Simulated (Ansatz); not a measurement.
The calculation used DFT PBE+D3(BJ), scalar-relativistic, plane waves, PAW in Ansatz. All cells share a 420 eV cutoff and Γ-centred k meshes spaced at most about 0.3 Å⁻¹ (about 0.25 or finer for metals, 2π included). No spin polarisation.

These are static total energies at zero pressure.

Two forms of Ge were relaxed alike.

A.

```
CELL_PARAMETERS angstrom
4.02039 0.00000 0.00000
-2.01020 3.48176 0.00000
0.00000 0.00000 13.20874
ATOMIC_POSITIONS crystal
Ge 0.00000 0.00000 0.40686
Ge 0.00000 0.00000 0.59314
Ge 0.00000 0.00000 0.90686
Ge 0.00000 0.00000 0.09314
Ge 0.33333 0.66667 0.34408
Ge 0.66667 0.33333 0.65592
Ge 0.66667 0.33333 0.84408
Ge 0.33333 0.66667 0.15592
```

B.

```
CELL_PARAMETERS angstrom
0.00000 2.84969 2.84969
2.84969 0.00000 2.84969
2.84969 2.84969 0.00000
ATOMIC_POSITIONS crystal
Ge 0.00000 0.00000 0.00000
Ge 0.25000 0.25000 0.25000
```

**Question.** Which would you expect to be lower, and how large is the difference?

**Answer.** B is lower, by 8 meV/atom. A has space group P6_3/mmc (No. 194), 23.1 Å³/atom and no gap on its mesh; B has the diamond type, space group Fd-3m (No. 227), 23.1 Å³/atom and no gap. In A, around Ge on its first site lie 4 Ge at 2.46 Å; Ge on its second site has 4 Ge at 2.46–2.49 Å. In B, Ge has 4 Ge at 2.47 Å. Origin: A, reached from a Materials Project cell; B, reached from a measured cell (COD), among other starts.

The k mesh leaves some 4 meV/atom of noise in the energy of each metallic cell. The zero gap of P6_3/mmc, Fd-3m may come from the functional, which often closes small gaps.
